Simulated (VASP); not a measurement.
Wanted: the native input for a VASP 6.6.1 run.

| Item | Value |
| --- | --- |
| Task | relaxation of cell and atoms |
| Functional | PBEsol |
| Potentials or basis | VASP PAW PBE potentials, release 64 (Ru_pv) |
| Cutoff | 600 eV |
| k mesh | 15 × 15 × 9 |
| Occupations | methfessel-paxton, width 0.1 eV |
| Spin | no spin polarisation |
| Further INCAR settings | ALGO = Normal; EDIFF = 1e-06; IBRION = 2; EDIFFG = -0.01; NSW = 90; ISIF = 3 |

The structure of Ru lies in POSCAR:

```
Ru
1.0
    2.7058000000      0.0000000000      0.0000000000
   -1.3529000000      2.3432915376      0.0000000000
    0.0000000000      0.0000000000      4.2819000000
Ru
2
Direct
    0.3333333333      0.6666666667      0.2500000000
    0.6666666667      0.3333333333      0.7500000000
```

These files were run (other wordings do the same):

INCAR

```
PREC = Accurate ; ENCUT = 600
EDIFF = 1E-6 ; ISMEAR = 1
SIGMA = 0.1 ; LREAL = False
LASPH = True ; NELM = 80
ALGO = Normal ; ISIF = 3
LWAVE = False ; LCHARG = False
GGA = PS ; IBRION = 2
NSW = 90 ; EDIFFG = -0.01
KPAR = 4
```

KPOINTS

```
regular mesh
0
Gamma
  15 15 9
```

Potentials or basis: VASP PAW PBE potentials, release 64 (Ru_pv).

The run is started by

```console
$ cat potpaw_PBE.64/Ru_pv/POTCAR > POTCAR
$ mpirun -np 4 vasp_std > vasp.out
```

Results of the run:

```yaml
Relaxed_volume: 13.32 Å³/atom
Relaxed_cell: a = 2.688 Å, b = 2.688 Å, c = 4.255 Å, α = 90.00°, β = 90.00°, γ = 120.00°
Space_group_after_relaxing_to_0.05_Å: P6_3/mmc (No. 194)
Energy_gained_by_relaxing: 5.4 meV/atom
Ionic_steps: 7
Pressure_after_relaxing: 0.0 GPa
Band_gap_on_the_k_mesh: none (metal or under the smearing width)
```

Caveat: the PAW data sets were made with another functional, which shifts forces and pressure a little.

Run time: 29 s on 4 MPI ranks on Intel(R) Xeon(R) 6975P-C (Granite Rapids), on a shared host, peak memory 0.2 GiB a rank.
